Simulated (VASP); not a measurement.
# Li3HSe (Pm-3m) in VASP: settings compared

Aim: see how the results for Li3HSe move with the level of theory and the settings. Levels: PBE, PBEsol. Tasks: relaxation of cell and atoms.

Everything below comes from runs of VASP 6.6.1. Logs are shortened: lines on timing, memory, paths and dates and some standing lists are left out, and cuts for length are marked.

**1. Starting point**

Symmetry: Pm-3m, No. 221, cubic system. Conventional cell: a = 3.974 Å, b = 3.974 Å, c = 3.974 Å, α = 90.00°, β = 90.00°, γ = 90.00°. Around Li (site symmetry 4/mmm) lie 2 H at 1.99 Å. Around H (site symmetry m-3m) lie 6 Li at 1.99 Å. Se (site symmetry m-3m) is surrounded by 12 Li at 2.81 Å.

The cell was built by a generator and needn't be a form met in nature.

**2. Relaxation of cell and atoms, PBE**

File INCAR:

```
PREC = Accurate
ENCUT = 600
EDIFF = 1E-6
ISMEAR = 0
SIGMA = 0.03
LREAL = False
LASPH = True
NELM = 80
ALGO = Normal
ISIF = 3
LWAVE = False
LCHARG = False
GGA = PE
IBRION = 2
NSW = 90
EDIFFG = -0.01
```

File KPOINTS:

```
regular mesh
0
Gamma
  8 8 8
```

File POSCAR:

```
Li3HSe
1.0
    3.9744000000      0.0000000000      0.0000000000
    0.0000000000      3.9744000000      0.0000000000
    0.0000000000      0.0000000000      3.9744000000
Li H Se
3 1 1
Direct
    0.0000000000      0.5000000000      0.5000000000
    0.5000000000      0.0000000000      0.5000000000
    0.5000000000      0.5000000000      0.0000000000
    0.5000000000      0.5000000000      0.5000000000
    0.0000000000      0.0000000000      0.0000000000
```

Potentials or basis: VASP PAW PBE potentials, release 64 (Li_sv, H, Se).

Started as:

```bash
cat potpaw_PBE.64/Li_sv/POTCAR potpaw_PBE.64/H/POTCAR potpaw_PBE.64/Se/POTCAR > POTCAR
mpirun -np 1 vasp_std > vasp.out
```

OUTCAR:

```text
PREC = Accurate
   ENCUT = 600
   EDIFF = 1E-6
   ISMEAR = 0
   LREAL = False
   LASPH = True
   NELM = 80
   ISIF = 3
   GGA = PE
   IBRION = 2
   NSW = 90
   EDIFFG = -0.01

 ion  position               nearest neighbor table
   1  0.000  0.500  0.500-
   2  0.500  0.000  0.500-
   3  0.500  0.500  0.000-
   4  0.500  0.500  0.500-
   5  0.000  0.000  0.000-

  LATTYP: Found a simple cubic cell.
 ALAT       =     3.9744000000

  Lattice vectors:

 A1 = (   3.9744000000,   0.0000000000,   0.0000000000)
 A2 = (   0.0000000000,   3.9744000000,   0.0000000000)
 A3 = (   0.0000000000,   0.0000000000,   3.9744000000)

Analysis of symmetry for initial positions (statically):
=====================================================================
 Subroutine PRICEL returns:
 Original cell was already a primitive cell.

 Routine SETGRP: Setting up the symmetry group for a
 simple cubic supercell.

 Subroutine GETGRP returns: Found 48 space group operations
 (whereof 48 operations were pure point group operations)
 out of a pool of 48 trial point group operations.

The static configuration has the point symmetry O_h .

Analysis of symmetry for dynamics (positions and initial velocities):
=====================================================================
 Subroutine PRICEL returns:
 Original cell was already a primitive cell.

 Routine SETGRP: Setting up the symmetry group for a
 simple cubic supercell.

 Subroutine GETGRP returns: Found 48 space group operations
 (whereof 48 operations were pure point group operations)
 out of a pool of 48 trial point group operations.

The dynamic configuration has the point symmetry O_h .

 Subroutine INISYM returns: Found 48 space group operations
 (whereof 48 operations are pure point group operations),
 and found     1 'primitive' translations

----------------------------------------------------------------------------------------

                                     Primitive cell

  volume of cell :      62.7790

  direct lattice vectors                    reciprocal lattice vectors
     3.974400000  0.000000000  0.000000000     0.251610306  0.000000000  0.000000000
     0.000000000  3.974400000  0.000000000     0.000000000  0.251610306  0.000000000
     0.000000000  0.000000000  3.974400000     0.000000000  0.000000000  0.251610306

  length of vectors
     3.974400000  3.974400000  3.974400000     0.251610306  0.251610306  0.251610306

  position of ions in fractional coordinates (direct lattice)
     0.000000000  0.500000000  0.500000000
     0.500000000  0.000000000  0.500000000
     0.500000000  0.500000000  0.000000000
     0.500000000  0.500000000  0.500000000
     0.000000000  0.000000000  0.000000000

  ion indices of the primitive-cell ions
   primitive index   ion index
                 1           1
                 2           2
                 3           3
                 4           4
                 5           5

----------------------------------------------------------------------------------------

 KPOINTS: regular mesh

Automatic generation of k-mesh.
 Grid dimensions read from file:
 generate k-points for:    8    8    8

 Generating k-lattice:

  Cartesian coordinates                     Fractional coordinates (reciprocal lattice)
     0.031451288  0.000000000  0.000000000     0.125000000  0.000000000  0.000000000
     0.000000000  0.031451288  0.000000000     0.000000000  0.125000000  0.000000000
     0.000000000  0.000000000  0.031451288     0.000000000  0.000000000  0.125000000

  Length of vectors
     0.031451288  0.031451288  0.031451288

  Shift w.r.t. Gamma in fractional coordinates (k-lattice)
     0.000000000  0.000000000  0.000000000

 Subroutine IBZKPT returns following result:
 ===========================================

 Found     35 irreducible k-points:

 Following reciprocal coordinates:
            Coordinates               Weight
  0.000000  0.000000  0.000000      1.000000
  0.125000  0.000000  0.000000      6.000000
  0.250000  0.000000  0.000000      6.000000
  0.375000  0.000000  0.000000      6.000000
  0.500000  0.000000  0.000000      3.000000
  0.125000  0.125000  0.000000     12.000000
[... 16 lines left out ...]
  0.375000  0.375000  0.125000     24.000000
  0.500000  0.375000  0.125000     24.000000
 [... further k-points ...]
   k-points           NKPTS =     35   k-points in BZ     NKDIM =     35   number of bands    NBANDS=     12
   number of dos      NEDOS =    301   number of ions     NIONS =      5
   total plane-waves  NPLWV =  32768
   dimension x,y,z NGX =    32 NGY =   32 NGZ =   32
   dimension x,y,z NGXF=    64 NGYF=   64 NGZF=   64
   ions per type =               3   1   1
   NGX,Y,Z   is equivalent  to a cutoff of  13.39, 13.39, 13.39 a.u.
   NGXF,Y,Z  is equivalent  to a cutoff of  26.77, 26.77, 26.77 a.u.
 SYSTEM =  unknown system
   PREC   = accura    normal or accurate (medium, high low for compatibility)
   ISTART =      0    job   : 0-new  1-cont  2-samecut
   ICHARG =      2    charge: 1-file 2-atom 10-const
   ISPIN  =      1    spin polarized calculation?
   LNONCOLLINEAR =      F non collinear calculations
   LSORBIT =      F    spin-orbit coupling
   LASPH  =      T    aspherical Exc in radial PAW
   ENCUT  =  600.0 eV  44.10 Ry    6.64 a.u.   7.94  7.94  7.94*2*pi/ulx,y,z
   NELM   =     80;   NELMIN=  2; NELMDL= -5     # of ELM steps
   EDIFF  = 0.1E-05   stopping-criterion for ELM
   LREAL  =      F    real-space projection
   EDIFFG = -.1E-01   stopping-criterion for IOM
   NSW    =     90    number of steps for IOM
   IBRION =      2    ionic relax: 0-MD 1-quasi-New 2-CG
   NFREE  =      1    steps in history (QN), initial steepest desc. (CG)
   ISIF   =      3    stress and relaxation
   ISYM   =      2    0-nonsym 1-usesym 2-fastsym
   POTIM  = 0.5000    time-step for ionic-motion
   TEBEG  =    0.0;   TEEND  =   0.0 temperature during run
   PSTRESS=    0.0 pullay stress
   NELECT =      16.0000    total number of electrons
   NUPDOWN=      -1.0000    fix difference up-down
   EMIN   =  10.00;   EMAX   =-10.00  energy-range for DOS
   EFERMI =   0.00;   METHOD = LEGACY
   ISMEAR =     0;   SIGMA  =   0.03  broadening in eV -4-tet -1-fermi 0-gaus
   EFERMI_NEDOS =   21; number of points for ismear=-14 and -15
   IALGO  =     38    algorithm
   IMIX   =      4    mixing-type and parameters
     AMIX     =   0.40;   BMIX     =  1.00
     AMIX_MAG =   1.60;   BMIX_MAG =  1.00
  volume/ion in A,a.u.               =      12.56        84.73
  Fermi-wavevector in a.u.,A,eV,Ry     =   1.037950  1.961442 14.658114  1.077341
  Thomas-Fermi vector in A             =   2.172412
   LORBIT       =      0    0 simple, 1 ext, 2 COOP (PROOUT), +10 PAW based schemes
   GGA     = PE    functional components
   LHFCALC =     F    Hartree Fock is set to
   AEXX    =    0.0000 exact exchange contribution
   IVDW    =     0    specifies the selected vdW correction
   LEPSILON=     F    determine dielectric tensor
   LRPA    =     F    only Hartree local field effects (RPA)
 conjugate gradient relaxation of ions
 non-spin polarized calculation
 Gauss-broadening in eV      SIGMA  =   0.03
  energy-cutoff  :      600.00
  volume of cell :       62.78
 maximum number of plane-waves:      2176
 NGX is ok and might be reduce to    32
   NGX = 15   NGY = 15   NGZ = 15

--------------------------------------- Ionic step        1  -------------------------------------------

 number of electron      16.0000027 magnetization

 Free energy of the ion-electron system (eV)
  ---------------------------------------------------
  ext. energy  EPLUGINS =         0.00000000
  ---------------------------------------------------
  free energy    TOTEN  =       -17.12228683 eV

  energy without entropy =      -17.12228683  energy(sigma->0) =      -17.12228683

------------------------ aborting loop because EDIFF is reached ----------------------------------------

  FORCE on cell =-STRESS in cart. coord.  units (eV):
  Direction    XX          YY          ZZ          XY          YZ          ZX
  --------------------------------------------------------------------------------------
  -------------------------------------------------------------------------------------
  Total       -0.3939898     -0.3939898     -0.3939898      0.0000000      0.0000000     -0.0000000
  in kB      -10.0549724    -10.0549724    -10.0549724      0.0000000      0.0000000     -0.0000000
  external PRESSURE =     -10.0549724 kB  Pullay stress =       0.0000000 kB
[... 63 lines left out ...]
  energy  without entropy=      -17.1258549466  energy(sigma->0) =      -17.12585495

--------------------------------------- Ionic step        3  -------------------------------------------

 number of electron      16.0000012 magnetization

 Free energy of the ion-electron system (eV)
  ---------------------------------------------------
  ext. energy  EPLUGINS =         0.00000000
  ---------------------------------------------------
  free energy    TOTEN  =       -17.12759532 eV

  energy without entropy =      -17.12759532  energy(sigma->0) =      -17.12759532

 E-fermi :   2.3238     XC(G=0):  -8.9910

 val. band max:        2.1264751030   @ k =   0.5000   0.5000   0.0000
 cond. band min:       5.5737781217   @ k =   0.5000   0.0000   0.0000
 fundamental gap:      3.4473030187
 Fermi energy:         2.3237897860

 k-point     1 :       0.0000    0.0000    0.0000
  band No.  band energies     occupation
      1     -43.0719      2.00000
      2     -43.0192      2.00000
      3     -43.0192      2.00000
      4      -9.7310      2.00000
      5      -0.7044      2.00000
      6       0.8921      2.00000
      7       0.8921      2.00000
      8       0.8921      2.00000
      9       7.8848      0.00000
     10       7.8848      0.00000
     11       8.9987      0.00000
     12       8.9987      0.00000
[... 331 lines left out ...]
 k-point    24 :       0.5000    0.3750    0.1250
  band No.  band energies     occupation
      1     -43.0422      2.00000
      2     -43.0360      2.00000
      3     -43.0299      2.00000
      4      -9.1566      2.00000
      5      -1.7379      2.00000
      6      -0.5849      2.00000
      7      -0.3899      2.00000
      8       1.4179      2.00000
      9       7.2444      0.00000
     10       7.3005      0.00000
     11       8.4316      0.00000
     12       9.0677      0.00000

 [... further k-points ...]

------------------------ aborting loop because EDIFF is reached ----------------------------------------

  FORCE on cell =-STRESS in cart. coord.  units (eV):
  Direction    XX          YY          ZZ          XY          YZ          ZX
  --------------------------------------------------------------------------------------
  -------------------------------------------------------------------------------------
  Total       -0.0197447     -0.0197447     -0.0197447     -0.0000000     -0.0000000      0.0000000
  in kB       -0.5168534     -0.5168534     -0.5168534     -0.0000000     -0.0000000      0.0000000
  external PRESSURE =      -0.5168534 kB  Pullay stress =       0.0000000 kB
[... 20 lines left out ...]
  FREE ENERGIE OF THE ION-ELECTRON SYSTEM (eV)
  ---------------------------------------------------
  free  energy   TOTEN  =       -17.1275953164 eV

  energy  without entropy=      -17.1275953164  energy(sigma->0) =      -17.12759532

 reached required accuracy - stopping structural energy minimisation
```

Wall time 33 s (1 thread of Intel Xeon Platinum 8488C (Sapphire Rapids), shared host); peak memory 0.2 GiB.

What came out:

```
Free energy                            : -17.1276 eV
Relaxed volume                         : 12.24 Å³/atom
Relaxed cell                           : a = 3.941 Å, b = 3.941 Å, c = 3.941 Å, α = 90.00°, β = 90.00°, γ = 90.00°
Space group after relaxing (to 0.05 Å) : Pm-3m (No. 221)
Energy gained by relaxing              : 1.1 meV/atom
Ionic steps                            : 3
Pressure after relaxing                : -0.1 GPa
Band gap on the k mesh                 : 3.45 eV, indirect (least direct gap 3.97 eV)
```

The path:
```
step  energy change (eV)  largest force (eV/Å)  pressure (GPa)  volume (Å³)
   1              0.0000                0.0000           -1.01        62.78
   2             -0.0036                0.0000           -0.59        62.07
   3             -0.0053                0.0000           -0.05        61.21
```

Final structure:
```
CELL_PARAMETERS angstrom
3.94093 0.00000 0.00000
0.00000 3.94093 0.00000
0.00000 0.00000 3.94093
ATOMIC_POSITIONS crystal
Li 0.00000 0.50000 0.50000
Li 0.50000 0.00000 0.50000
Li 0.50000 0.50000 0.00000
H 0.50000 0.50000 0.50000
Se 0.00000 0.00000 0.00000
```

Caveat: the cutoff is under 1.25 times the usual one of these potentials, so pressure, stress and relaxed cells hold a basis-set (Pulay) error. A k mesh can miss the band edges.

[end of part 1 of 2]
